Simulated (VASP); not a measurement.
A run of VASP 6.6.1 is set up as follows.

Contents of INCAR:

```
SYSTEM = ZnO
PREC = Accurate ; ENCUT = 520
EDIFF = 1E-6 ; ISMEAR = 0
SIGMA = 0.1 ; LREAL = .FALSE.
LASPH = .TRUE. ; NELM = 100
ALGO = Normal ; ISIF = 2
LWAVE = .FALSE. ; LCHARG = .FALSE.
GGA = PS ; NBANDS = 26
```

The input KPOINTS:

```
regular mesh
0
G
  6 6 4
  0 0 0
```

Contents of POSCAR:

```
ZnO
1.0
    3.2493080000      0.0000000000      0.0000000000
   -1.6246540000      2.8139832727      0.0000000000
    0.0000000000      0.0000000000      5.2057090000
Zn O
2 2
Direct
    0.3333333333      0.6666666667      0.5000000000
    0.6666666667      0.3333333333      0.0000000000
    0.6666666667      0.3333333333      0.3790100000
    0.3333333333      0.6666666667      0.8790100000
```

Potentials or basis: VASP PAW PBE potentials, release 64 (Zn, O).

Launch:

```console
$ cat potpaw_PBE.64/Zn/POTCAR potpaw_PBE.64/O/POTCAR > POTCAR
$ mpirun -np 1 vasp_std > vasp.out
```

What does it give for the pressure?

-0.5 GPa.

Predict the band gap on the k mesh.

0.68 eV, direct.

What does it give for the largest force?

0.065 eV/Å.

Stress tensor (GPa, compression positive):
```
-1.06  0.00  0.00
 0.00 -1.06  0.00
 0.00  0.00  0.64
```

Caveat: the PAW data sets were made with another functional, which shifts forces and pressure a little.

**What was measured.**

“Electronic structure of alkaline earth and post-transition metal oxides”, 2009, arxiv:0908.1581 quotes, for a bulk crystal of ZnO: band gap 3.37 eV.

A measured gap of ZnO is 3.37 eV (quoted in “Electronic structure of alkaline earth and post-transition metal oxides”, 2009, arxiv:0908.1581); the calculated 0.68 eV misses it by -2.69 eV. So large a miss can be the level of theory's own, or it may mean another phase, state or a wrong row. The value is that of PBEsol, without temperature or zero-point motion. Semilocal functionals fall short of measured gaps as a rule.
